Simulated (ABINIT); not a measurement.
**BN in ABINIT: the effect of functional**

Crystal: BN.

```
N B
1.0
     1.25112    0.72234    3.37293
    -1.25112    0.72234    3.37293
     0.00000   -1.44467    3.37293
N B
1 1
Direct
  0.66724 0.66724 0.66724
  0.00033 0.00033 0.00033
```

The cell is a database's computed one.

Alike in all runs:

```yaml
Program: ABINIT 10.8.3 (patched build)
Task: band structure
k_mesh: 12 × 12 × 12
Occupations: fermi-dirac, width 0.05 eV
Spin: no spin polarisation
```

**Question.** One run gave: gap on the mesh 4.09 eV. Which functional did it use?
A. PBEsol
B. r2SCAN
C. LDA
D. TB-mBJ

**Answer.** C.

```tsv
functional	potentials or basis	cutoff	gap on the mesh (eV)
LDA	JTH PAW LDA v2.0	707 eV	4.09
PBEsol	JTH PAW PBE v2.0	707 eV	4.17
r2SCAN	JTH PAW PBE v2.0	844 eV	4.80
TB-mBJ	JTH PAW LDA v2.0	844 eV	5.90
```

Caveats: the atomic spheres overlap; the constant c of TB-mBJ comes from the pseudo density here, which moves gaps by up to 0.3 eV between sets of potentials (some runs).

A k mesh can miss the band edges.
